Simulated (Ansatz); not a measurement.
**Sn in Ansatz: convergence with k mesh**

Input of the first run (k mesh 2 × 2 × 2); the others differ in this setting and in those tied to it:

File input.yaml:

```yaml
crystal:
  lattice:
    - [0.0, 3.2333428, 3.2333428]
    - [3.2333428, 0.0, 3.2333428]
    - [3.2333428, 3.2333428, 0.0]
  atoms:
    - { symbol: Sn, position: [0.75, 0.75, 0.75] }
    - { symbol: Sn, position: [0.5, 0.5, 0.5] }
hamiltonian:
  xc: pbe
  pseudopotentials: { kind: paw, source: jth }
kpoints:
  mp_grid: { grid: [2, 2, 2] }
scf:
  occupations: { method: methfessel_paxton, width: 0.05 }
output:
  forces: true
  stress: true
  eigenvalues: true
```

Potentials or basis: JTH PAW.

The run is started by

```console
$ ansatz run input.yaml --threads 2 --pin off --max-ram 5632MiB --backend cpu --events-out ev --progress --plain --runs-dir out
```

This isn't the form of Sn at room conditions, which is tetragonal (white tin).

Hardware: 2 threads of Intel(R) Xeon(R) 6975P-C (Granite Rapids) (shared host).

| k mesh | energy less the tightest run, at zero smearing (meV/atom) | pressure (GPa) | SCF cycles | CPU time (s) | peak memory (GiB) |
| --- | --- | --- | --- | --- | --- |
| 2 × 2 × 2 | 1118.04 | 13.26 | 7 | 12 | 2.5 |
| 3 × 3 × 3 | 299.09 | 5.34 | 7 | 17 | 2.6 |
| 4 × 4 × 4 | 99.44 | 4.55 | 7 | 24 | 2.9 |
| 5 × 5 × 5 | 40.37 | 4.06 | 7 | 29 | 3 |
| 7 × 7 × 7 | 8.46 | 3.84 | 7 | 52 | 3.4 |
| 8 × 8 × 8 | 4.11 | 3.81 | 7 | 71 | 3.8 |
| 10 × 10 × 10 | 0.95 | 3.79 | 7 | 110 | 4.3 |
| 12 × 12 × 12 | 0.00 | 3.78 | 7 | 170 | 4.6 |

Against the tightest run, the energy stays within 1 meV/atom from 10 × 10 × 10 on; the pressure stays within 0.1 GPa from 7 × 7 × 7 on. Meshes of other sizes hit other points, so gaps and Fermi surfaces needn't settle smoothly. The tightest run that finished is the yardstick and may itself not be fully converged.
